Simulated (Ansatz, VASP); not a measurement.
**Two plane-wave programs on MgS**

Contents of INCAR:

```
PREC = Accurate
ENCUT = 520
EDIFF = 1E-6
ISMEAR = 0
SIGMA = 0.05
LREAL = F
LASPH = T
NELM = 80
ALGO = Normal
ISIF = 2
LWAVE = F
LCHARG = F
GGA = PS
NBANDS = 11
```

The input KPOINTS:

```
Automatic mesh
0
Gamma
  8 8 8
```

Contents of POSCAR:

```
MgS
1.0
    0.0000000000      2.6016500000      2.6666912500
    2.6016500000      0.0000000000      2.6666912500
    2.6016500000      2.6016500000      0.0000000000
Mg S
1 1
Direct
    0.0000000000      0.0000000000      0.0000000000
    0.5000000000      0.5000000000      0.5000000000
```

Input for Ansatz:

```yaml
crystal:
  lattice:
    - [0.0, 2.60165, 2.66669125]
    - [2.60165, 0.0, 2.66669125]
    - [2.60165, 2.60165, 0.0]
  atoms:
    - { symbol: Mg, position: [0.0, 0.0, 0.0] }
    - { symbol: S, position: [0.5, 0.5, 0.5] }
basis:
  ecutwfc: 420
kpoints:
  mp_grid: { grid: [8, 8, 8] }
hamiltonian:
  xc: pbesol
scf:
  occupations: { method: gaussian, width: 0.05 }
output:
  forces: true
  stress: true
  eigenvalues: true
```

Change from the starting cell: strain +0.000 along x and y, +0.025 along z, atoms carried along.

Alike in both runs: task single point; functional PBEsol; k mesh 8 × 8 × 8; occupations gaussian, width 0.05 eV; no spin polarisation.

```csv
,VASP,Ansatz
version,VASP 6.6.1,Ansatz 0.2.0
potentials or method,"VASP PAW PBE potentials, release 64 (Mg, S)","scalar-relativistic, plane waves, PAW"
plane-wave cutoff (eV),520,420
valence electrons in the cell,8,16
```

|  | VASP | Ansatz | Ansatz less VASP |
| --- | --- | --- | --- |
| gap on the k mesh at the Fermi level (eV) | 2.55 | 2.55 | 0.000 |
| least direct gap on the mesh (eV) | 3.34 | 3.34 | +0.002 |
| pressure (GPa) | -2.8 | -2.6 | +0.22 |
| largest component of the traceless stress (GPa) | 1.43 | 1.44 | +0.009 |

With one functional, cell and mesh, what is left measures potentials, basis and numerics. The two sets of potentials don't hold the same shells in valence.

Caveats: the PAW data sets were made with another functional, which shifts forces and pressure a little (VASP). A k mesh can miss the band edges.
